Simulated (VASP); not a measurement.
# A VASP 6.6.1 single-point calculation on Ge

INCAR

```
IBRION = -1
MAGMOM = 2 2
ISMEAR = -1
ENCUT = 520
LREAL = .FALSE.
PREC = Accurate
NSW = 0
ISPIN = 2
ISIF = 2
LASPH = .TRUE.
GGA = PE
NELM = 120
LWAVE = .FALSE.
EDIFF = 1E-7
LCHARG = .FALSE.
NBANDS = 21
SIGMA = 0.02
```

KPOINTS

```
KPOINTS created by Atomic Simulation Environment
0
Gamma
8 8 8
0 0 0
```

POSCAR

```
Ge
 1.0000000000000000
    -0.0410056236000000    2.8426763014000000    2.8426763014000000
     2.8426763014000000   -0.0410056236000000    2.8426763014000000
     2.8426763014000000    2.8426763014000000   -0.0410056236000000
 Ge
   2
Cartesian
 -0.0050007902885646 -0.0050007902885646 -0.0050007902885646
  1.4160875350885649  1.4160875350885649  1.4160875350885649
```

The recommended PBE PAW datasets give the neutral cell 28 valence electrons.

Command

```
mpirun -np 1 vasp_std
```

Problem. Predict the outcome of this run.

Solution. It converged. Results: pressure 1.1 GPa; largest force 0.03 eV/Å; magnetic moment of the cell 0.00 μB.

OSZICAR

```
N       E                     dE             d eps       ncg     rms          rms(c)
DAV:   1     0.190146278332E+03    0.19015E+03   -0.14249E+04  6009   0.353E+03
DAV:   2     0.203796459089E+02   -0.16977E+03   -0.16461E+03  5495   0.617E+02
DAV:   3    -0.666289053182E+01   -0.27043E+02   -0.26850E+02  6260   0.143E+02
DAV:   4    -0.758745080703E+01   -0.92456E+00   -0.92384E+00  6090   0.311E+01
DAV:   5    -0.760288274598E+01   -0.15432E-01   -0.15431E-01  6260   0.441E+00    0.182E+01
DAV:   6    -0.881144783675E+01   -0.12086E+01   -0.38295E-01  7375   0.113E+01    0.765E+00
DAV:   7    -0.902846797044E+01   -0.21702E+00   -0.16381E-01  6206   0.566E+00    0.139E+00
DAV:   8    -0.901688726535E+01    0.11581E-01   -0.23007E-02  6068   0.131E+00    0.657E-01
DAV:   9    -0.901821498084E+01   -0.13277E-02   -0.69151E-03  6272   0.538E-01    0.142E-01
DAV:  10    -0.901832262003E+01   -0.10764E-03   -0.46350E-04  6292   0.200E-01    0.594E-02
DAV:  11    -0.901862924094E+01   -0.30662E-03   -0.29088E-04  5770   0.134E-01    0.259E-02
DAV:  12    -0.901863220188E+01   -0.29609E-05   -0.52731E-05  6280   0.703E-02    0.976E-03
DAV:  13    -0.901862946124E+01    0.27406E-05   -0.20374E-06  6068   0.160E-02    0.399E-03
DAV:  14    -0.901863028318E+01   -0.82194E-06   -0.12384E-06  4966   0.940E-03    0.160E-03
DAV:  15    -0.901863050802E+01   -0.22484E-06   -0.30064E-07  5055   0.345E-03    0.494E-04
DAV:  16    -0.901863054534E+01   -0.37324E-07   -0.19890E-08  3880   0.119E-03
   1 F= -.90186305E+01 E0= -.90185565E+01  d E =-.148077E-03  mag=    -0.0000
```

For comparison, a separate PBE run of the intended cell, on usual settings and not on those above, gives a gap of -0.08 eV on its mesh and a pressure of 1.1 GPa.
